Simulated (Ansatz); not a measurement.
A crystal relaxed with r2SCAN in Ansatz 0.2.0 has space group Fm-3m (No. 225) and a = 6.536 Å.

```csv
atom,site,x,y,z
Xx,4a,0.0000,0.0000,0.0000
Te,4b,0.5000,0.0000,0.0000
```

r2SCAN gives a direct gap of 1.09 eV at L. HSE06 gives a direct gap of 1.20 eV at L. With PBE the gap is 0.80 eV and direct, at L. Meshes: r2SCAN 8×8×8, HSE06 6×6×6, PBE 8×8×8. r2SCAN's ε∞ is 22.7 in all directions.

**Question.** Which element is Xx?
A. Pb
B. Si
C. Sn
D. C

**Answer.** A. Xx is Pb: PbTe built on the rocksalt prototype. Around Pb lie 6 Te at 3.27 Å; around Te lie 6 Pb at 3.27 Å.

Calculated for a static, non-magnetic cell.

Spin-orbit coupling is left out; in compounds of Pb, Bi, Tl or Hg it can lower a gap by up to about 1 eV, split its edges or invert the bands.
